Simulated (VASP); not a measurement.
Write the native input for VASP 6.6.1 that does the following.

```yaml
Task: band structure
Functional: TB-mBJ
Potentials_or_basis: VASP PAW PBE potentials, release 64 (Mg)
Cutoff: 520 eV
k_mesh: 10 × 10 × 5
Occupations: fermi-dirac, width 0.05 eV
Spin: no spin polarisation
Further_INCAR_settings: ALGO = Normal; EDIFF = 1e-07
```

The system is Mg.

```
Mg
1.0
     3.20930    0.00000    0.00000
    -1.60465    2.77934    0.00000
     0.00000    0.00000    5.21030
Mg
2
Direct
  0.66667 0.33333 0.75000
  0.33333 0.66667 0.25000
```

These files were run (other wordings do the same):

POSCAR

```
Mg
1.0
    3.2093000000      0.0000000000      0.0000000000
   -1.6046500000      2.7793353284      0.0000000000
    0.0000000000      0.0000000000      5.2103000000
Mg
2
Direct
    0.6666666667      0.3333333333      0.7500000000
    0.3333333333      0.6666666667      0.2500000000
```

INCAR.step1

```
SYSTEM = Mg
ALGO = Normal ; EDIFF = 1E-5
ENCUT = 520 ; GGA = PE
ISIF = 2 ; ISMEAR = -1
LASPH = .TRUE. ; LCHARG = .FALSE.
LREAL = .FALSE. ; LWAVE = .TRUE.
NELM = 80 ; PREC = Accurate
SIGMA = 0.05
```

INCAR.step2

```
SYSTEM = Mg
ALGO = Normal ; EDIFF = 1E-7
ENCUT = 520 ; ISIF = 2
ISMEAR = -1 ; ISTART = 1
LASPH = .TRUE. ; LCHARG = .FALSE.
LREAL = .FALSE. ; LWAVE = .FALSE.
METAGGA = MBJ ; NELM = 80
PREC = Accurate ; SIGMA = 0.05
```

KPOINTS

```
k-points
0
G
  10 10 5
  0 0 0
```

KPOINTS_OPT

```
path GMKGALHA,LM,KH
15
line-mode
reciprocal
 0.0000000000  0.0000000000  0.0000000000  G
 0.5000000000  0.0000000000  0.0000000000  M

 0.5000000000  0.0000000000  0.0000000000  M
 0.3333333333  0.3333333333  0.0000000000  K

 0.3333333333  0.3333333333  0.0000000000  K
 0.0000000000  0.0000000000  0.0000000000  G

 0.0000000000  0.0000000000  0.0000000000  G
 0.0000000000  0.0000000000  0.5000000000  A

 0.0000000000  0.0000000000  0.5000000000  A
 0.5000000000  0.0000000000  0.5000000000  L

 0.5000000000  0.0000000000  0.5000000000  L
 0.3333333333  0.3333333333  0.5000000000  H

 0.3333333333  0.3333333333  0.5000000000  H
 0.0000000000  0.0000000000  0.5000000000  A

 0.5000000000  0.0000000000  0.5000000000  L
 0.5000000000  0.0000000000  0.0000000000  M

 0.3333333333  0.3333333333  0.0000000000  K
 0.3333333333  0.3333333333  0.5000000000  H
```

Potentials or basis: VASP PAW PBE potentials, release 64 (Mg).

Launch:

```bash
$ cat potpaw_PBE.64/Mg/POTCAR > POTCAR
$ cp INCAR.step1 INCAR
$ mpirun -np 1 vasp_std > vasp.out
$ cp INCAR.step2 INCAR
$ mpirun -np 1 vasp_std > vasp.out
```

It gave:

The band gap along the path is none (metal or under the smearing width).

Wall time 27 s on 1 thread of Intel(R) Xeon(R) 6975P-C (Granite Rapids), on a shared host, peak memory 0.17 GiB.
